**NiSi₂: what does a count of Ni p electrons count?**

Nickel disilicide is a metal in which every nickel atom touches eight silicon atoms. A projection asks how much each filled state of the crystal resembles a chosen atomic orbital, and adds up the answers as electrons. The question on this page is which orbitals carry the filled states, and what should stand in the row for Ni p.

BLYP-D2 calculation of NiSi₂ (Fm-3m) with Quantum ESPRESSO 7.5, PseudoDojo 0.5 SR PBE stringent potentials and a 1415 eV wavefunction cutoff. The self-consistent run used a 9×9×9 k mesh, the projected density of states a 14×14×14 mesh with optimized tetrahedra. Counts and centres cover states from −12 eV to the Fermi energy, which is the zero of energy.

```tsv
projection name	projection electrons (e)	projection band centre (eV)
Ni1-p-wfc2	?	?
Ni1-d-wfc3	8.980	-3.770
Ni1-s-wfc4	0.470	-6.890
Si2-s-wfc1	1.160	-7.860
Si2-p-wfc2	2.740	-5.040
Si3-s-wfc1	1.160	-7.860
Si3-p-wfc2	2.740	-5.040
```

In the row names, the letter s, p or d gives the shape of the orbital, and the number after "wfc" gives its place in the atom's list. "Projection electrons" is the count between −12 eV and the Fermi energy, which is the zero of the energy scale. "Projection band centre" is the average energy of those same filled states. The two silicon atoms are equivalent by symmetry, so their equal rows are one result.

**What the known rows say**

About half of the counted electrons are Ni d and about a third are Si p. Most of the rest is Si s, while Ni s holds only some 3 percent. In the filled states, then, NiSi₂ is a nearly full nickel d shell set among silicon bonds.

The centres put these orbitals in order. Ni d lies highest, at −3.8 eV, followed by Si p, Ni s and Si s, the last at −7.9 eV. The d orbitals are compact and form a fairly narrow band not far below the Fermi energy. The s orbitals reach far out and mix strongly with their neighbours; theory says that their bonding part sinks and fills, while their antibonding part rises and stays largely empty. That would explain why the Ni s count is both small and deep in energy.

Silicon shows the same mixing in its counts. A free silicon atom has two s and two p electrons; here the projection finds 1.16 and 2.74. Bonds built from mixed s and p orbitals shift weight from s to p in just this way.

These counts are not charges. Nickel brings ten electrons outside its inner 3s and 3p shells and each silicon brings four, 18 in all, but the known rows add up to 17.25. Atomic orbitals may fail to describe part of the density between the atoms, or the −12 eV floor may cut off the bottom of the silicon s band; the table cannot tell which. Even if the whole shortfall were silicon s, shared equally by the two atoms, that count would rise only to about 1.5, still below two.

**Which p shell is it?**

Before guessing a number for Ni p, one has to know which p shell is meant. The nickel potential treats 18 electrons explicitly: 3s², 3p⁶, 3d⁸ and 4s². The orbitals are numbered in that order, with d third and the outer s fourth. The p orbital in second place is therefore 3p, an inner shell, and not the outer 4p that could take part in bonding.

The 3p shell is full, with six electrons, but standard atomic physics puts it tens of eV below the Fermi energy. That is far beneath the floor of −12 eV. The simplest model gives each orbital its free-atom filling if its shell lies inside the window, and zero if it lies below. For Ni p the model gives zero.

This model is safe for a closed inner shell and crude for the outer ones. With one common scale factor fitted to the six known rows, it is still off by about one electron in a typical row. Ni s is the worst case: it holds about half an electron where the free atom has two. Ni d holds about one more than the free atom's eight, so part of the miss may be a shift from s to d within nickel, besides the effect of bonding. An inner shell takes almost no part in bonding, so that error does not carry over to 3p.

**Why the count need not be exactly zero**

A small trace can still appear, and it comes from how the projection is made. Atomic orbitals on neighbouring atoms overlap, so the same electron could be counted twice. To prevent this, the orbitals are first made orthogonal to one another. Each then takes in a little of its neighbours, with an amplitude of about $-S/2$, where $S$ is the overlap of the two original orbitals.

The nickel 3p projector thus carries a faint imprint of silicon. The filled states in the window are orthogonal to the deep 3p states, so they hold almost nothing of the original 3p orbital; what the projector finds in them is mainly this imprint. When a silicon orbital holds $n$ electrons, the projector picks up about $nS^2/4$ of them. With eight silicon neighbours, each treated as if it acted alone, the trace is

$$
N \approx 8\,\frac{S^2}{4}\left(n_s+\frac{n_p}{3}\right).
$$

Here $n_s$ and $n_p$ are the silicon s and p counts from the table. Only one of the three p orbitals points along a given bond, hence the factor of one third.

For the overlap I take $S = 0.07$, a rough guess for a compact inner shell and a diffuse silicon orbital, used for silicon s and p alike. The bracket is $1.16 + 2.74/3 \approx 2.07$ electrons. The factor in front is $8 \times 0.07^2/4 \approx 0.01$, so $N \approx 0.02$ electrons. Because $S$ enters squared, an overlap of 0.05 would halve the result and one of 0.10 would double it. The estimate is good for the order of magnitude only.

The same picture suggests an energy. If the trace is an imprint of silicon, its centre should lie where the filled silicon states lie. Weighting the Si s and Si p centres by all their electrons, a simpler choice than the weights in the formula for the count, gives −5.9 eV. The other nickel orbitals have electrons of their own and lie one to two eV away from this mean, which is a fair measure of how wrong such a guess can be.

**Predictions for Ni p**

- Count: 0.02 electrons, with a range from 0 to 0.1.
- Centre: −5.9 eV, with a range from −8 to −4 eV. This is the weaker forecast, since it describes a trace and not the 3p level itself.

A count near six would mean that the full 3p shell had been included after all. Some tenths of an electron or more would suggest that the row stands for the outer 4p.

The withheld rows as computed:

```tsv
projection name	projection electrons (e)	projection band centre (eV)
Ni1-p-wfc2	0.020	-5.730
```

**What the result shows**

Both values fall within their ranges. The count is 0.02 electrons, about one three-hundredth of the six that the 3p shell holds. The shell is as full as ever; the window simply does not reach it. The small number also speaks against reading the row as outer 4p.

The close agreement in the count should not be taken as precision. The overlap was a guess, and any value between about 0.05 and 0.10 would have been just as reasonable. What the result supports is the size of the trace: hundredths of an electron, neither zero nor tenths. That it comes from orthogonal projectors remains an argument from theory, which could be tested by projecting onto the original, overlapping orbitals: the trace should then nearly vanish.

The centre came out at −5.73 eV, about 0.15 eV above the forecast. This fits the idea that the projector mirrors silicon, but it is a mild test, because the allowed range covers a good part of the filled band. The choice of weights matters too: the formula for the count takes only a third of the silicon p electrons, and with those weights the centre would be −6.6 eV, nearly 1 eV too deep. That formula gives silicon s and p the same overlap with nickel. The p orbital reaches further out, so its overlap should be the larger one, which would move the centre back up. No overlap was computed here, however, and the close agreement may be partly luck. Ni d, by contrast, lies about 2 eV above the forecast; it has a band of its own and need not follow silicon.

The centre is also the number most easily misread. It looks like the energy of a nickel p level in the middle of the valence band, yet the 3p level lies tens of eV deeper. An average energy is printed with the same number of digits whether it rests on nine electrons or on two hundredths of one. The exact positions deserve some reserve in any case, since the potentials were made for a functional other than the one used here. The analysis printed below gives the shares, the two fits and the misses. The fit of the centres passes through only two distinct silicon values, so its vanishing error is built in and tests nothing.

The practical rule is to read three things before the centre of any projected band: which shell the orbital stands for, whether the energy window reaches that shell, and how many electrons the centre rests on. A count of a few hundredths beside a full inner shell is a mark of the window and the projection, and its centre should not be used as a level of the atom.

Printed output of the fit:

```
Electrons in the known rows (e): 17.25
Shortfall against 18 electrons outside Ni 3s and 3p (e): 0.75
Share of Ni d in the known rows (percent): 52.06
Share of Si p, both atoms (percent): 31.77
Share of Si s, both atoms (percent): 13.45
Share of Ni s (percent): 2.725
Si s count per atom if the whole shortfall were Si s (e): 1.535
Ni d centre above Si p centre (eV): 1.27
Si p centre above Si s centre (eV): 2.82
fit of projection_electrons on 6 rows: coefficient of atom_window 1.052 +/- 0.12; rms 0.964, worst Ni1-s-wfc4 1.63, leave-one-out rms 1.38
  rows outside the fit (model, value, miss): Ni1-p-wfc2 0, 0.02, -0.02
Forecast Ni p count, range 0 to 0.1 (e): 0.02032
Computed Ni p count (e): 0.02
Miss of the count, forecast less computed (e): 0.0003187
fit of projection_band_centre on 4 rows (si): constant -5.04 +/- 3.4e-15, coefficient of s_part -2.82 +/- 4.8e-15; rms 3.38e-15, worst Si2-s-wfc1 4.44e-15, leave-one-out rms 9.93e-16
  rows outside the fit (model, value, miss): Ni1-p-wfc2 -5.879, -5.73, -0.149; Ni1-d-wfc3 -5.879, -3.77, -2.11; Ni1-s-wfc4 -5.879, -6.89, 1.01
Forecast Ni p centre, range -8 to -4 (eV): -5.879
Computed Ni p centre (eV): -5.73
Miss of the centre, forecast less computed (eV): -0.1488
```
